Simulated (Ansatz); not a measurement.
Input of an Ansatz 0.2.0 run:

File input.yaml:

```yaml
crystal:
  lattice:
    - [1.643821, -4.715535, 0.0]
    - [1.643821, 4.715535, 0.0]
    - [-1.192931, 0.0, 4.181743]
  atoms:
    - { symbol: "N", position: [0.511787, 0.379906, 0.821093] }
    - { symbol: "N", position: [0.379906, 0.511787, 0.321093] }
    - { symbol: "N", position: [0.778339, 0.38574, 0.340783] }
    - { symbol: "N", position: [0.38574, 0.778339, 0.840783] }
    - { symbol: B, position: [0.564202, 0.176999, 0.991821] }
    - { symbol: B, position: [0.176999, 0.564202, 0.491821] }
    - { symbol: B, position: [0.566427, 0.4344, 0.500204] }
    - { symbol: B, position: [0.4344, 0.566427, 0.000204] }
hamiltonian:
  xc: pbe
  pseudopotentials: { kind: paw }
kpoints:
  mp_grid: { grid: [9, 9, 7] }
scf:
  occupations: { method: fermi_dirac, width: 0.05 }
output:
  forces: true
  stress: true
  eigenvalues: true
  write_density: true
  write_potential: true
  elf: true
  volumetric_format: npy
```

Potentials or basis: Ansatz PAW.

Command:

```sh
$ ansatz run input.yaml --threads 4 --pin off --max-ram 10240MiB --backend cpu --events-out ev --progress --plain --runs-dir out
```

**Question.** Predict the band gap on the k mesh.

**Answer.** 3.45 eV, indirect (least direct gap 4.01 eV).

**Question.** What does it give for the largest force?

**Answer.** 0.010 eV/Å.

**Question.** Predict the pressure.

**Answer.** 0.0 GPa.

Forces in eV/Å, atoms in the order of the input:
```
N   -0.004  0.003  0.007
N   -0.004 -0.003  0.007
N   -0.005  0.006 -0.006
N   -0.005 -0.006 -0.006
B    0.007  0.004  0.005
B    0.007 -0.004  0.005
B    0.003  0.005 -0.006
B    0.003 -0.005 -0.006
```

Caveat: odd divisions of the mesh miss points on the zone boundary, where band edges often lie, so the gap on the mesh can be too wide; the pressure holds a Pulay correction of +0.7 GPa for the finite cutoff. A k mesh can miss the band edges.
